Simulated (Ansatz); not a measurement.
# The equilibrium volume of Cu, sorted by core time

It takes space group Fm-3m (No. 225, cubic). Conventional cell: a = 3.615 Å, b = 3.615 Å, c = 3.615 Å, α = 90.00°, β = 90.00°, γ = 90.00°. Around Cu (site symmetry m-3m) lie 12 Cu at 2.56 Å.

| rung | level | program and potentials | cutoff (eV) | k mesh | smearing | task | core time | chip | equilibrium volume (Å³/atom) | miss | notes |
| --- | --- | --- | --- | --- | --- | --- | --- | --- | --- | --- | --- |
| GGA | PBE | Ansatz, Ansatz PAW | 420 | 13 × 13 × 13 | fermi-dirac 0.05 | equation of state | 6.7 s | Arm Neoverse V2 | 11.95 | +1.2 % | - |
| GGA + dispersion | PBEsol+D3(BJ) | Ansatz, Ansatz PAW | 420 | 13 × 13 × 13 | fermi-dirac 0.05 | relaxation of cell and atoms | 7.3 s | Arm Neoverse V2 | 10.81 | -8.5 % | potentials made for PBE, which Ansatz adapts in part |
| GGA + dispersion | PBEsol+D4 | Ansatz, Ansatz PAW | 420 | 13 × 13 × 13 | fermi-dirac 0.05 | relaxation of cell and atoms | 10 s | Arm Neoverse V2 | 11.03 | -6.6 % | potentials made for PBE, which Ansatz adapts in part |
| GGA + dispersion | PBEsol+D3(BJ)+ATM | Ansatz, Ansatz PAW | 420 | 13 × 13 × 13 | fermi-dirac 0.05 | relaxation of cell and atoms | 10 s | Arm Neoverse V2 | (a) | ? | potentials made for PBE, which Ansatz adapts in part |
| GGA | PBE | Ansatz, Ansatz PAW (files of its older set among them) | 700 | 13 × 13 × 13 | fermi-dirac 0.05 | equation of state | 13 s | Arm Neoverse V2 | 11.94 | +1.1 % | - |
| GGA + dispersion | BLYP+D4 | Ansatz, all-electron LAPW, scalar-relativistic | - | 13 × 13 × 13 | fermi-dirac 0.05 | relaxation of cell and atoms | 15 s | Intel Xeon Platinum 8488C Sapphire Rapids | 11.43 | -3.2 % | - |
| GGA | PBE | Ansatz, SPMS NC | 952 | 13 × 13 × 13 | fermi-dirac 0.05 | equation of state | 17 s | Arm Neoverse V2 | 11.95 | +1.2 % | - |
| GGA | PBE | Ansatz, SSSP efficiency PAW | 1225 | 13 × 13 × 13 | fermi-dirac 0.05 | equation of state | 17 s | Arm Neoverse V2 | 11.95 | +1.2 % | - |
| GGA | PBE | Ansatz, Ansatz NC | 1252 | 13 × 13 × 13 | fermi-dirac 0.05 | equation of state | 22 s | Arm Neoverse V2 | 11.95 | +1.2 % | - |
| GGA | PBE | Ansatz, PseudoDojo standard | 1252 | 13 × 13 × 13 | fermi-dirac 0.05 | equation of state | 23 s | Arm Neoverse V2 | 11.93 | +1.0 % | - |
| GGA | PBE | Ansatz, JTH PAW | 1350 | 13 × 13 × 13 | fermi-dirac 0.05 | equation of state | 26 s | Arm Neoverse V2 | 11.94 | +1.1 % | - |
| GGA | PBE | Ansatz, PseudoDojo stringent | 1415 | 13 × 13 × 13 | fermi-dirac 0.05 | equation of state | 31 s | Arm Neoverse V2 | 11.93 | +1.0 % | - |

Times are single runs on shared hosts and different chips, so they are rough; meshes, cutoffs and the tasks' sizes weigh on the time. All rows: no spin polarisation. Smearing widths are in eV. For a metal such meshes aren't converged. Meshes are those of the run's cell of 1 atom unless a note names another. Relaxations start from the cell shown or near it and stop with a little pressure left. Misses use the values as printed. Runs on faulty files, with rough fits or with known faults for this quantity aren't shown. No row holds spin-orbit coupling.

Measured: 11.81 Å³/atom at 298 K (a printed reference work). The runs are for a static lattice.

Problem. Estimate the value left out from the other rows.

Solution. (a) 10.95 Å³/atom, miss -7.3 %.
